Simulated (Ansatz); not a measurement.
Structure search for Be4Te

The calculation used DFT PBE, scalar-relativistic, plane waves, PAW in Ansatz 0.2.0. Settings: cutoff 420 eV, Γ-centred meshes spaced at most about 0.3 Å⁻¹, and about 0.25 Å⁻¹ or finer for metals (2π included), Gaussian smearing. No spin polarisation.

Formation energies are uncorrected and refer to the elements' standard structures at the same level.

These are static total energies at zero pressure. Only the structures computed here compete, so a lower one can exist. These runs have no spin–orbit coupling, which can matter for Te. The reference form of Te is held partly by dispersion forces, which this level lacks.

Invented guesses were relaxed alike, and ends that match in structure were merged. ΔE counts from the first row. Coordination counts Be atoms around Te (those within 1.25 times the shortest such distance or 1.15 times the sum of covalent radii, 1.27 where that leaves under three; a plus sign parts nearer from farther groups). The ends were matched against large subsets of the Crystallography Open Database and the Materials Project, so a missing match doesn't prove that a structure is unreported.

| # | reached from | type and space group | atoms | Å³/atom | coordination | ΔE (meV/atom) | gap on mesh (eV) | in databases |
| --- | --- | --- | --- | --- | --- | --- | --- | --- |
| 1 | random cell | P6/mmm (No. 191) | 5 | 15.8 | Te 2 | 0 | 0.00 | no match |
| 2 | random cell | I-42m (No. 121) | 5 | 15.7 | Te 8+4 | 635 | 0.00 | no match |
| 3 | random cell | Im-3m (No. 229) | 5 | 17.2 | Te 8 | 924 | 0.00 | no match |

The lowest: Space group P6/mmm (No. 191), hexagonal, a = 4.303 Å, c = 4.919 Å. Around Be on a site of symmetry mmm lie 6 Be at 2.15 Å; around Be on a site of symmetry 6/mmm lie 6 Be at 2.15 Å and 2 Te at 2.46 Å; Te is surrounded by 2 Be at 2.46 Å. Its energy over the elements is +0.43 eV/atom. A positive value: parting into the elements would lower its energy. An observed structure of this formula, if there is one, may be missing.

```cif
data_structure
_symmetry_space_group_name_H-M 'P 1'
_symmetry_Int_Tables_number 1
_cell_length_a 4.3027
_cell_length_b 4.3027
_cell_length_c 4.9189
_cell_angle_alpha 90.000
_cell_angle_beta 90.000
_cell_angle_gamma 120.000
_cell_volume 78.86
loop_
_atom_site_label
_atom_site_type_symbol
_atom_site_fract_x
_atom_site_fract_y
_atom_site_fract_z
_atom_site_occupancy
Be1 Be 0.50000 0.50000 0.00000 1
Be2 Be 0.50000 0.00000 0.00000 1
Be3 Be 0.00000 0.50000 0.00000 1
Be4 Be 0.00000 0.00000 0.00000 1
Te1 Te 0.00000 0.00000 0.50000 1
```

The second: Space group I-42m (No. 121), tetragonal, a = 6.075 Å, c = 4.261 Å. Be is surrounded by 2 Be at 2.28 Å, 2 Te at 2.47–2.59 Å, 2 Be at 2.56 Å and 1 Te at 3.04 Å; Te has 8 Be at 2.47–2.59 Å and 4 Be at 3.04 Å. Counting Be atoms around Te, the first has Te 2 and the second has Te 8+4. Cells relaxed within their symmetry can be saddle points.

```cif
data_structure
_symmetry_space_group_name_H-M 'I-42m'
_symmetry_Int_Tables_number 121
_cell_length_a 6.0750
_cell_length_b 6.0750
_cell_length_c 4.2609
_cell_angle_alpha 90.000
_cell_angle_beta 90.000
_cell_angle_gamma 90.000
_cell_volume 157.25
loop_
_atom_site_label
_atom_site_type_symbol
_atom_site_symmetry_multiplicity
_atom_site_Wyckoff_symbol
_atom_site_fract_x
_atom_site_fract_y
_atom_site_fract_z
_atom_site_occupancy
Be1 Be 8 i 0.79791 0.79791 0.41371 1
Te1 Te 2 a 0.00000 0.00000 0.00000 1
```

Some structure types and database cells were kept out of the candidates from the start, so a known form may be missing.
